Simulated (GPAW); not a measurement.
The system is SiGe.

```
Ge Si
1.0
     3.90445    0.00000    0.00000
    -1.95223    3.38135    0.00000
     0.00000    0.00000    6.45078
Ge Si
2 2
Cartesian
  0.0000 2.2542 0.0025
  1.9522 1.1271 3.2279
  0.0000 2.2542 2.4165
  1.9522 1.1271 5.6419
```

The cell comes from a database or a generator and needn't be the stable form of this composition.

Base run:

| Quantity | Value |
| --- | --- |
| Program | GPAW 26.7.0 |
| Functional | TB-mBJ |
| Potentials or basis | GPAW PAW data sets for LDA (gpaw-data 1.2.1) |
| Cutoff | 600 eV |
| Basis | pw |
| k mesh | 6 × 6 × 4 |
| Occupations | fermi-dirac, width 0.05 eV |
| Spin | no spin polarisation |

Its results: band gap on the k mesh 1.06 eV, indirect (least direct gap 1.18 eV).

Problem. The run is repeated on the same cell with these changes: functional from TB-mBJ to r2SCAN; potentials or basis from GPAW PAW data sets for LDA (gpaw-data 1.2.1) to GPAW PAW data sets (gpaw-data 1.2.1). What comes out?

Solution. Band gap on the k mesh 0.66 eV, indirect (least direct gap 0.78 eV).

Caveats: a model potential gives levels but no total energy (some runs).
